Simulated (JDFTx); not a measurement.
## Zr under changes of volume

One of the cells (23.281 Å³/atom); the others are scaled copies at fixed shape and fractional positions:

```
Zr
1.0
     3.23200    0.00000    0.00000
    -1.61600    2.79899    0.00000
     0.00000    0.00000    5.14700
Zr
2
Direct
  0.66667 0.33333 0.75000
  0.33333 0.66667 0.25000
```

- Program: JDFTx 1.7.0 (patched build)
- Functional: PBE
- Potentials or basis: PseudoDojo-SR-PBE-0.5-standard
- Cutoff: 898 eV
- Density cutoff: 7184 eV
- k mesh: 9 × 9 × 5
- Occupations: fermi-dirac, width 0.05 eV
- Spin: no spin polarisation

| volume (Å³/atom) | energy over the lowest point (meV/atom) | pressure (GPa) |
| --- | --- | --- |
| 21.884 | 32.90 | 7.2 |
| 22.350 | ? | ? |
| 22.815 | 4.73 | 2.6 |
| 23.281 | 0.00 | 0.6 |
| 23.746 | 0.85 | -1.3 |
| 24.212 | 6.88 | -3.0 |
| 24.678 | 17.67 | -4.5 |

Question: What does the run at 22.350 Å³/atom give?

Answer: Energy over the lowest point 15.53 meV/atom; pressure 4.8 GPa.

Worked out: A Birch-Murnaghan fit of order 3 (a polynomial in V^(-2/3)) to the other rows has its minimum at 23.44 Å³/atom with B0 = V·E''(V) = 94 GPa and B' = 3.1 at fixed shape and positions, which overstates the stiffness. It gives 15.51 meV/atom at 22.350 Å³/atom, against the run's 15.53, and -dE/dV = 4.8 GPa, against 4.8.

Energies are extrapolated to zero smearing.
